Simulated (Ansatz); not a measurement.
**Relaxing CsI in the CsCl-type structure**

**What was measured.** A cell as deposited of cubic CsI (space group Pm-3m), temperature not stated, from the Crystallography Open Database (1963), has a = 4.567 Å and 47.62 Å³/atom.

Method: PBE, scalar-relativistic; no spin polarisation; PAW, 420 eV, Γ-centred 8×8×8 mesh, 0.05 eV Gaussian smearing; code Ansatz. The datasets are Ansatz's generated set soft_2.

The start was a prototype's sites filled with these elements; the Crystallography Open Database holds the compound in this structure.

Starting cell, 1 % over the database's volume:

```
CELL_PARAMETERS angstrom
4.58187 0.00000 0.00000
0.00000 4.58187 0.00000
0.00000 0.00000 4.58187
ATOMIC_POSITIONS crystal
Cs 0.00000 0.00000 0.00000
I 0.50000 0.50000 0.50000
```

The first steps of the search for zero pressure:

```csv
run,level,k-mesh,kind,V (Å³/atom),P (GPa),gap on the mesh (eV)
1,PBE,8×8×8,fixed cell,48.09,0.6,3.86
2,PBE,8×8×8,fixed cell,48.29,0.6,3.84
```

Problem. At which volume does PBE reach zero pressure?

Solution. 50.78 Å³/atom, about 5.6 % over the start.

The steps that followed:

```csv
run,level,k-mesh,kind,V (Å³/atom),P (GPa),E − E(final) (meV/atom),gap on the mesh (eV)
3,PBE,8×8×8,fixed cell,50.78,0.0,0.0,3.69
```

The final structure (symmetry read at 0.01 Å). Symmetry: Pm-3m, No. 221, cubic system. The conventional cell has a = 4.665 Å, b = 4.665 Å, c = 4.665 Å, α = 90.00°, β = 90.00°, γ = 90.00°. Around Cs (site symmetry m-3m) lie 8 I at 4.04 Å. I (site symmetry m-3m) is surrounded by 8 Cs at 4.04 Å. (Neighbours are counted to 15 % beyond the shortest distance.)

```
atom  site  symmetry       x       y       z
  Cs    1a      m-3m  0.0000  0.0000  0.0000
   I    1b      m-3m  0.5000  0.5000  0.5000
```

- At the final geometry the gap, band path included, is 3.69 eV.
- The equation of state gives B0 = 9.9 GPa and B0′ = 5.1.
- The elastic tensor is positive definite (smallest eigenvalue 4.1 GPa).
- Against the elements' standard states, run alike and uncorrected, the formation energy is -1.54 eV/atom.

**Why it comes out so.**

Within 0.6 eV of the edges the projected states are 99 % I 5p at the top of the valence band and 78 % Cs 6s at the bottom of the conduction band. Crossing the gap moves an electron from the anion's filled p shell to the metal's empty orbitals, as in ionic insulators.

Shannon's ionic radii give a check on the bond lengths: Cs⁺ with 8 neighbours 1.74 Å + I⁻ 2.20 Å (six-fold value) = 3.94 Å against a computed mean of 4.04 Å. Sums and bonds agree within 3 %, so ion sizes set the bond lengths.

**Against experiment.** PBE gives 4.665 Å and 50.78 Å³/atom, +6.6 % in volume (+2.2 % in length) from the database's cell. PBE usually overestimates volumes, but by less than this. The static lattice also lacks zero-point motion and thermal expansion, roughly 2.5 to 6.2 % in volume at 300 K (room temperature assumed) by Grüneisen's rule, γ·3k_BT/(B0·V0) with γ of 1 to 2.5, so its own overestimate is larger than the figure. The database's entry may also be off.

Semilocal functionals underestimate band gaps, commonly by a third or more. These numbers lack spin–orbit coupling.
